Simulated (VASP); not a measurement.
**K: relaxation of cell and atoms with r2SCAN**

Crystal: K.

```xyz
1
Lattice="-2.6125 2.6125 2.6125 2.6125 -2.6125 2.6125 2.6125 2.6125 -2.6125" Properties=species:S:1:pos:R:3 pbc="T T T"
K     0.0000    0.0000    0.0000
```

```
Program                : VASP 6.6.1
Task                   : relaxation of cell and atoms
Functional             : r2SCAN
Potentials or basis    : VASP PAW PBE potentials, release 64 (K_sv)
Cutoff                 : 600 eV
k mesh                 : 12 × 12 × 12
Occupations            : methfessel-paxton, width 0.1 eV
Spin                   : no spin polarisation
Further INCAR settings : ALGO = Normal; EDIFF = 1e-06; IBRION = 2; EDIFFG = -0.01; NSW = 90; ISIF = 3
```

```
Relaxed volume                         : 76.35 Å³/atom
Relaxed cell                           : a = 4.629 Å, b = 4.629 Å, c = 4.629 Å, α = 109.47°, β = 109.47°, γ = 109.47°
Space group after relaxing (to 0.05 Å) : Im-3m (No. 229)
Energy gained by relaxing              : 4.0 meV/atom
Ionic steps                            : 4
Pressure after relaxing                : 0.0 GPa
Band gap on the k mesh                 : none (metal or under the smearing width)
```

The path:
| step | energy change (eV) | largest force (eV/Å) | pressure (GPa) | volume (Å³) |
| --- | --- | --- | --- | --- |
| 1 | 0.0000 | 0.0000 | 0.26 | 71.32 |
| 2 | -0.0018 | 0.0000 | 0.20 | 72.54 |
| 3 | -0.0040 | 0.0000 | 0.02 | 75.85 |
| 4 | -0.0040 | 0.0000 | 0.00 | 76.35 |

Final structure:
```xyz
1
Lattice="-2.6724 2.6724 2.6724 2.6724 -2.6724 2.6724 2.6724 2.6724 -2.6724" Properties=species:S:1:pos:R:3 pbc="T T T"
K     0.0000    0.0000    5.3449
```

Levels at points of the mesh, in eV from the Fermi level:
```
           k point  band 2  band 3  band 4  band 5  band 6  band 7
(0.00, 0.00, 0.00)  -16.33  -16.33  -16.33   -2.23    4.74    4.74
(0.50, 0.00, 0.00)  -16.39  -16.35  -16.33    0.59    0.64    3.50
(0.50, 0.50, 0.50)  -16.38  -16.38  -16.38    1.82    1.82    3.69
```

Wall time 5.1 min on 1 thread of Intel(R) Xeon(R) 6975P-C (Granite Rapids), with other jobs on the host, peak memory 0.25 GiB.

Caveat: the PAW data sets were made with another functional, which shifts forces and pressure a little. Zero-point motion and thermal expansion aren't in these numbers.
